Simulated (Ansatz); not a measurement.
AgBr

The computed numbers are results of PBE, scalar-relativistic (no spin polarisation) in the plane-wave PAW code Ansatz at 420 eV, 10×10×10 k-mesh, Gaussian smearing of 0.05 eV; PAW files: Ansatz's generated set soft_2.

```
CELL_PARAMETERS angstrom
0.00000 2.92026 2.92026
2.92026 0.00000 2.92026
2.92026 2.92026 0.00000
ATOMIC_POSITIONS crystal
Ag 0.50000 0.50000 0.50000
Br 0.00000 0.00000 0.00000
```

The chain of runs began from a cell as deposited in COD, expanded in volume.

Task: Which orbitals make up the states within about 0.6 eV of each band edge?

Result: Valence edge: Br 4p 58 %, Ag 4d 42 %. Conduction edge: Ag 5s 69 %, Br 4s 21 %, Br 4p 10 %. Shares are among the projected shells; the gap is 0.69 eV.

Density of states (tetrahedra, averaged over 0.4 eV; states/eV per cell of 2 atoms; energy in eV from the Fermi level; projections on Löwdin-orthogonalised atomic orbitals, summed over sites):

```tsv
E	total	Ag 4d	Br 4p	Ag 5s	Br 4s
-5.25	0.1	0.0	0.1	0.0	0.0
-4.85	1.7	0.3	1.1	0.3	0.0
-4.45	2.5	0.6	1.7	0.3	0.0
-4.05	6.1	2.9	3.1	0.0	0.0
-3.65	3.2	1.6	1.5	0.0	0.0
-3.25	1.3	0.8	0.5	0.0	0.0
-2.85	8.7	8.5	0.2	0.0	0.0
-2.45	6.8	5.6	0.9	0.2	0.0
-2.05	2.5	1.4	1.1	0.0	0.0
-1.65	2.2	1.1	1.0	0.1	0.0
-1.25	1.9	0.9	1.0	0.0	0.0
-0.85	1.8	0.8	1.0	0.0	0.0
-0.45	1.0	0.4	0.6	0.0	0.0
-0.05	0.0	0.0	0.0	0.0	0.0
0.35	0.0	0.0	0.0	0.0	0.0
0.75	0.0	0.0	0.0	0.0	0.0
1.15	0.0	0.0	0.0	0.0	0.0
1.55	0.2	0.0	0.0	0.1	0.0
1.95	0.3	0.0	0.0	0.2	0.0
2.35	0.5	0.0	0.1	0.3	0.0
2.75	0.7	0.0	0.1	0.5	0.0
3.15	1.0	0.0	0.2	0.6	0.0
3.55	1.1	0.0	0.2	0.6	0.0
3.95	0.9	0.0	0.1	0.4	0.0
4.35	0.3	0.0	0.0	0.1	0.0
4.75	0.3	0.0	0.0	0.1	0.0
5.15	0.8	0.0	0.0	0.1	0.0
5.55	0.9	0.0	0.0	0.1	0.0
5.95	0.9	0.0	0.0	0.0	0.0
```

Formal charges Ag⁺, Br⁻ balance and leave closed shells on every ion, so a band insulator is expected, and the gap is 0.69 eV.

The valence edge mixes anion p with metal states, so the bond is partly covalent and the gap isn't a plain transfer from Br to Ag.

Kohn–Sham gaps of semilocal functionals lie under measured ones, often by a third or more.
